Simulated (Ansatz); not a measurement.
# Al: the cost of one run

Method: DFT PBE+D3(BJ), scalar-relativistic, plane waves, PAW, in Ansatz 0.2.0.

4 further runs of the same task are left out: 1 that didn't finish, 3 set aside as unsound or not needed.

### 1 The structure to begin with

Symmetry: P6_3/mmc, No. 194, hexagonal system. Conventional cell: a = 2.815 Å, b = 2.815 Å, c = 9.242 Å, α = 90.00°, β = 90.00°, γ = 120.00°. Al (site symmetry -3m) has 12 Al at 2.81 to 2.82 Å as nearest neighbours. Al (site symmetry -6m2) is surrounded by 12 Al at 2.81 to 2.82 Å.

Structure file:

```
CELL_PARAMETERS angstrom
2.81478 0.00000 0.00000
-1.40739 2.43767 0.00000
0.00000 0.00000 9.24180
ATOMIC_POSITIONS crystal
Al 0.00000 0.00000 0.00000
Al 0.33333 0.66667 0.25000
Al 0.00000 0.00000 0.50000
Al 0.66667 0.33333 0.75000
```

It goes back to an entry of the Materials Project, which need not be the stable form.

This cell was relaxed beforehand with the same method: volume 15.85 Å³/atom, gap on the mesh none (metal).

The unstrained cell was computed beforehand with the same settings: E(σ→0) = -2151.3349 eV for 4 atoms, gap none (metal).

### 2 At -1.0 %

The input, input.yaml:

```yaml
crystal:
  lattice:
    - [2.8147782361, 0.0, 0.0]
    - [-1.4073891181, 2.4376694585, 0.0]
    - [0.0, 0.0, 9.1493782728]
  atoms:
    - { symbol: Al, position: [0.0, 0.0, 0.0] }
    - { symbol: Al, position: [0.3333333333, 0.6666666667, 0.25] }
    - { symbol: Al, position: [0.0, 0.0, 0.5] }
    - { symbol: Al, position: [0.6666666667, 0.3333333333, 0.75] }
basis:
  ecutwfc: 420
kpoints:
  mp_grid: { grid: [21, 21, 6] }
hamiltonian:
  xc: pbe
  dispersion: d3bj
scf:
  occupations: { method: gaussian, width: 0.1 }
output:
  forces: true
  stress: true
  eigenvalues: true
  write_density: true
  write_potential: true
  elf: true
  volumetric_format: npy
```

On the command line:

```console
> ansatz run input.yaml --threads 1 --pin off --max-ram 2560MiB --backend cpu --events-out ev --progress --plain --runs-dir out
```

What time and memory should one allow on 1 thread of Arm Neoverse V2, shared host?

About 13 s, with a peak of 0.43 GiB.
